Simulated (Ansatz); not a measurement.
Here is an Ansatz 0.2.0 calculation.

input.yaml

```yaml
crystal:
  lattice:
    - [3.35, 0.0, 0.0]
    - [-1.675, 2.9011851027, 0.0]
    - [0.0, 0.0, 5.86]
  atoms:
    - { symbol: Ta, position: [0.0, 0.0, 0.0] }
    - { symbol: S, position: [0.6666666667, 0.3333333333, 0.75] }
    - { symbol: S, position: [0.3333333333, 0.6666666667, 0.25] }
hamiltonian:
  xc: pbe
  pseudopotentials: { kind: paw }
kpoints:
  mp_grid: { grid: [7, 7, 4] }
scf:
  occupations: { method: fermi_dirac, width: 0.05 }
phonons:
  method: dfpt
```

Potentials or basis: Ansatz PAW.

Launch:

```bash
$ ansatz run input.yaml --threads 2 --pin off --max-ram 5632MiB --backend cpu --events-out ev --progress --plain --runs-dir out
```

Problem. Estimate the highest phonon frequency at Γ.

Solution. 381 cm⁻¹.

Problem. Predict the band gap on the k mesh.

Solution. None (metal or under the smearing width).

Phonon frequencies in cm⁻¹ (negative: imaginary):
| q point | frequencies |
| --- | --- |
| (0.000, 0.000, 0.000) | 0 0 0 246 246 276 276 378 381 |

 The run has no spin-orbit coupling, so splittings on Ta are missing.
